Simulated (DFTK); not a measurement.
The system is KCl (Sylvite).

```
K Cl
1.0
     0.00000    3.14647    3.14647
     3.14647    0.00000    3.14647
     3.14647    3.14647    0.00000
K Cl
1 1
Direct
  0.00000 0.00000 0.00000
  0.50000 0.50000 0.50000
```

Base run:

| Quantity | Value |
| --- | --- |
| Program | DFTK 0.8.2 |
| Functional | r2SCAN |
| Potentials or basis | in-house norm-conserving set (r2SCAN, scalar relativistic) |
| Cutoff | 1252 eV |
| k mesh | 5 × 5 × 5 |
| Occupations | fermi-dirac, width 0.05 eV |
| Spin | no spin polarisation |

Its results: band gap on the k mesh 5.83 eV, direct; pressure 0.0 GPa.

The run is repeated on the same cell with these changes: functional from r2SCAN to TASK; potentials or basis from in-house norm-conserving set (r2SCAN, scalar relativistic) to SG15 1.2 (PBE); cutoff from 1252 eV to 1225 eV. What comes out?

Band gap on the k mesh 8.49 eV, direct; pressure 6.5 GPa.

Caveats: the program warned that the kinetic-energy density falls under its von Weizsäcker bound, which can give unphysical results (some runs); the potentials were made for another functional, which shifts forces and pressure (some runs).

Not every run made on this cell is shown here.
